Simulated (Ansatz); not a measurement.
Structure types of AlN were relaxed at one common pressure (all-electron LAPW in Ansatz 0.2.0 under PBE, scalar-relativistic, no spin polarisation, zero temperature). They take these volumes:

| type | space group | V (Å³/atom) |
| --- | --- | --- |
| rocksalt | Fm-3m | 6.59 |
| CsCl | Pm-3m | 6.69 |
| zincblende | F-43m | 7.95 |
| flat h-MgO | P6_3/mmc | 7.50 |
| NiAs | P6_3/mmc | 6.69 |

At about which pressure, and is the densest type also the lowest in enthalpy?

100 GPa. The densest is rocksalt, and it is also the lowest in enthalpy among these.
